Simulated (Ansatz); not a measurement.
**Al: equation of state with r2SCAN**

Al:

```
Al
1.0
     2.82708    0.00000    0.00000
    -1.41354    2.44832    0.00000
     0.00000    0.00000    9.18599
Al
4
Direct
  0.66667 0.33333 0.75000
  0.00000 0.00000 0.50000
  0.33333 0.66667 0.25000
  0.00000 0.00000 0.00000
```

This isn't the form of Al at room conditions, which is fcc.

```yaml
Program: Ansatz 0.2.0
Task: equation of state
Functional: r2SCAN
Potentials_or_basis: Ansatz PAW
Cutoff: 500 eV
Density_cutoff: 2000 eV
k_mesh: 11 × 11 × 3
Occupations: fermi-dirac, width 0.05 eV
Spin: no spin polarisation
```

```
Equilibrium volume                        : 15.98 Å³/atom
Bulk modulus at fixed shape and positions : 90 GPa
Pressure derivative of the bulk modulus   : 4.6
```

Energy against volume, from the lowest point:
```csv
volume (Å³/atom),energy (meV/atom)
14.942,21.23
15.260,9.75
15.578,2.83
15.895,0.00
16.213,0.84
16.531,4.94
16.849,11.97
```

All runs of the series together: 26 s on 2 threads of Arm Neoverse V1 (shared host).

Caveat: the cell was scaled at fixed shape and fractional positions, which overstates the stiffness of a crystal with free parameters, most of all of layers and chains; the PAW data sets were made with another functional, which shifts forces and pressure a little.
